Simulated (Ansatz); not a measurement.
A 4-atom cell of LiF (P6_3mc) from a materials database, relaxed with r2SCAN: space group P6_3mc (No. 186), hexagonal; a = 3.081 Å, c = 4.785 Å in the conventional setting, 9.83 Å³ an atom. Around Li lie 4 F at 1.86–1.87 Å; around F lie 4 Li at 1.86–1.87 Å. One-shot G0W0@r2SCAN in the PAW code Ansatz on a 6×6×4 mesh (contour deformation, no spin-orbit coupling), from an r2SCAN gap of 8.583 eV over the mesh points (the G0W0 gap is direct on the mesh); the number N of bands summed and the screening cutoff rise together. The values are computed, spin-unpolarised, and not measurements.

```csv
N,cutoff (eV),1000/N,G0W0 gap (eV)
73,80,13.699,12.277
157,140,6.369,12.363
```

Lay a straight line in 1000/N through these rows.
The slope is -0.0117 eV per unit of 1000/N and the intercept 12.438 eV.

Predict the gap at N = 281 (210 eV).
12.438 + (-0.0117) × 3.559 = 12.396 eV; the run gives 12.541 eV, +0.145 eV from the line.

With that run's result added, what limit do the last two rows suggest?
Their slope is (12.541 − 12.363)/(3.559 − 6.369) = -0.0633, which meets 1/N = 0 at 12.77 eV, against 12.438 eV from the first line. The slope steepens, so 1/N isn't yet asymptotic and the true limit probably lies higher still; the k mesh isn't extrapolated.
